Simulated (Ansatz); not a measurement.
Crystal: Br.

```
CELL_PARAMETERS angstrom
3.36325 -2.32255 0.00000
3.36325 2.32255 0.00000
0.00000 0.00000 8.70230
ATOMIC_POSITIONS crystal
Br 0.36510 0.63490 0.39010
Br 0.13490 0.86510 0.89010
Br 0.63490 0.36510 0.60990
Br 0.86510 0.13490 0.10990
```

Base run:

| Quantity | Value |
| --- | --- |
| Program | Ansatz 0.2.0 |
| Functional | BLYP |
| Potentials or basis | Ansatz PAW |
| Cutoff | 420 eV (not typed: the program's choice for these potentials) |
| k mesh | 7 × 7 × 3 |
| Occupations | fermi-dirac, width 0.05 eV |
| Spin | no spin polarisation |

Its results: band gap on the k mesh 1.88 eV, indirect (least direct gap 1.90 eV).

Task: The run is repeated on the same cell with these changes: functional from BLYP to LDA; occupations from fermi-dirac, width 0.05 eV to fixed. What comes out?

Result: Band gap on the k mesh 1.75 eV, indirect (least direct gap 1.77 eV).

Caveats: the k mesh misses the band edges, so the gap on the mesh is wider than the one along the path (some runs); forces of over 1 eV/Å show positions far from the minimum, so gaps and moduli don't describe the material at rest (some runs); odd divisions of the mesh miss points on the zone boundary, where band edges often lie, so the gap on the mesh can be too wide (some runs).
